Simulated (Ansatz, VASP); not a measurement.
## One calculation of V, two programs

```
V
1.0
    -1.39196    1.39196    1.39196
     1.39196   -1.39196    1.39196
     1.39196    1.39196   -1.39196
V
1
Direct
  0.00000 0.00000 0.00000
```

Change from the starting cell: strain -0.080 along x and y, -0.080 along z, atoms carried along.

Alike in both runs: task single point; functional PBEsol; k mesh 22 × 22 × 22; occupations gaussian, width 0.15 eV; no spin polarisation.

|  | VASP | Ansatz |
| --- | --- | --- |
| version | VASP 6.6.1 | Ansatz 0.2.0 |
| potentials or method | VASP PAW PBE potentials, release 64 (V_sv) | scalar-relativistic, plane waves, PAW |
| plane-wave cutoff (eV) | 520 | 420 |
| valence electrons in the cell | 13 | 13 |

VASP gave:

```
gap on the k mesh at the Fermi level (eV) : none
pressure (GPa)                            : 51.1
```

Task: What did Ansatz give for the same quantities?

Result: gap on the k mesh at the Fermi level (eV): none; pressure (GPa): 50.4.

A gap of «none» marks a metal or a gap that the smearing closes.

Caveats: so large a pressure means that the cell lies far from this level's equilibrium, or that cutoff or potentials fall short (VASP); the potentials were made for another functional, which shifts forces and pressure (VASP).
